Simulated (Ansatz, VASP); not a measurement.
Given: the input of a run of VASP 6.6.1 on MgS.

File INCAR:

```
PREC = Accurate ; ENCUT = 520
EDIFF = 1E-7 ; ISMEAR = -1
SIGMA = 0.05 ; LREAL = F
LASPH = T ; NELM = 60
ALGO = Normal ; ISIF = 2
LWAVE = F ; LCHARG = F
GGA = PE ; NBANDS = 16
```

KPOINTS

```
regular mesh
0
Gamma
  8 8 4
```

Contents of POSCAR:

```
MgS
1.0
    3.9800937980      0.0000000000      0.0000000000
   -1.9900468990      3.4468623386      0.0000000000
    0.0000000000      0.0000000000      6.3453606289
S Mg
2 2
Direct
    0.6666666667      0.3333333333      0.8792441500
    0.3333333333      0.6666666667      0.3792441500
    0.3333333333      0.6666666667      0.9957548500
    0.6666666667      0.3333333333      0.4957548500
```

Potentials or basis: VASP PAW PBE potentials, release 64 (S, Mg).

The run is started by

```sh
$ cat potpaw_PBE.64/S/POTCAR potpaw_PBE.64/Mg/POTCAR > POTCAR
$ mpirun -np 1 vasp_std > vasp.out
```

**Question.** Set up the same calculation for Ansatz 0.2.0. Potentials there: Ansatz PAW.

**Answer.** As run (the cutoff follows the program's own potentials):

input.yaml

```yaml
crystal:
  lattice:
    - [3.980093798, 0.0, 0.0]
    - [-1.990046899, 3.4468623386, 0.0]
    - [0.0, 0.0, 6.3453606289]
  atoms:
    - { symbol: S, position: [0.6666666667, 0.3333333333, 0.87924415] }
    - { symbol: S, position: [0.3333333333, 0.6666666667, 0.37924415] }
    - { symbol: Mg, position: [0.3333333333, 0.6666666667, 0.99575485] }
    - { symbol: Mg, position: [0.6666666667, 0.3333333333, 0.49575485] }
hamiltonian:
  xc: pbe
  pseudopotentials: { kind: paw }
kpoints:
  mp_grid: { grid: [8, 8, 4] }
scf:
  occupations: { method: fermi_dirac, width: 0.05 }
output:
  forces: true
  stress: true
  eigenvalues: true
```

Potentials or basis: Ansatz PAW.

Run with:

```console
$ ansatz run input.yaml --threads 2 --pin off --max-ram 5120MiB --backend cpu --events-out ev --progress --plain --runs-dir out
```

Both were run:

|  | VASP | Ansatz | Ansatz less VASP |
| --- | --- | --- | --- |
| gap on the k mesh at the Fermi level (eV) | 3.64 | 3.65 | +0.007 |
| least direct gap on the mesh (eV) | 3.64 | 3.65 | +0.007 |
| pressure (GPa) | 3.6 | 3.7 | +0.15 |
| largest component of the traceless stress (GPa) | 0.30 | 0.30 | +0.009 |
| rms of the force components (eV/Å) | 0.025 | 0.025 | -0.0005 |

Atom by atom the forces differ by 0.001 eV/Å (rms over components). The two sets of potentials don't hold the same shells in valence.
